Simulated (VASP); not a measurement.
Write the native input for VASP 6.6.1 that does the following.

```yaml
Task: relaxation of cell and atoms
Functional: LDA
Potentials_or_basis: VASP PAW LDA potentials, release 64 (Si, C)
Cutoff: 600 eV
k_mesh: 12 × 12 × 3
Occupations: gaussian, width 0.03 eV
Spin: no spin polarisation
Further_INCAR_settings: ALGO = Normal; EDIFF = 1e-07; IBRION = 2; EDIFFG = -0.005; NSW = 90; ISIF = 3
```

The structure of SiC lies in POSCAR:

```
SiC                                     
1.0
    3.0594143978     -0.0000000000     -0.0000000000
   -1.5297071939      2.6495305910      0.0000000000
    0.0000000000      0.0000000000     10.0167077529
  Si              C             
     4     4
Direct
     0.6666666699999979    0.3333333300000021    0.9378521598733138
     0.3333333300000021    0.6666666699999979    0.4378521598733138
     0.0000000000000000    0.0000000000000000    0.6878868345713589
     0.0000000000000000    0.0000000000000000    0.1878868345713589
     0.6666666699999979    0.3333333300000021    0.7498042481067914
     0.3333333300000021    0.6666666699999979    0.2498042481067914
     0.0000000000000000    0.0000000000000000    0.5004557574485432
     0.0000000000000000    0.0000000000000000    0.0004557574485432
```

The cell is a database's computed one.

One way to write it, as run:

INCAR

```
PREC = Accurate ; ENCUT = 600
EDIFF = 1E-7 ; ISMEAR = 0
SIGMA = 0.03 ; LREAL = False
LASPH = True ; NELM = 80
ALGO = Normal ; ISIF = 3
LWAVE = False ; LCHARG = False
IBRION = 2 ; NSW = 90
EDIFFG = -0.005 ; KPAR = 2
```

KPOINTS

```
Automatic mesh
0
Gamma
  12 12 3
```

Potentials or basis: VASP PAW LDA potentials, release 64 (Si, C).

The run is started by

```sh
$ cat potpaw_LDA.64/Si/POTCAR potpaw_LDA.64/C/POTCAR > POTCAR
$ mpirun -np 2 vasp_std > vasp.out
```

Results of the run:

| Item | Value |
| --- | --- |
| Pressure after relaxing | 0.0 GPa |
| Largest force after relaxing | 0.004 eV/Å |
| Band gap on the k mesh | 2.17 eV, indirect (least direct gap 3.30 eV) |

Caveat: the relaxation stopped at its first step, so nothing moved; an odd mesh through Γ misses points on the zone boundary, where band edges often lie.

Wall time 24 s on 2 MPI ranks on AMD EPYC 9R45 96-Core Processor (Zen 5) (shared host), peak memory 0.18 GiB a rank.
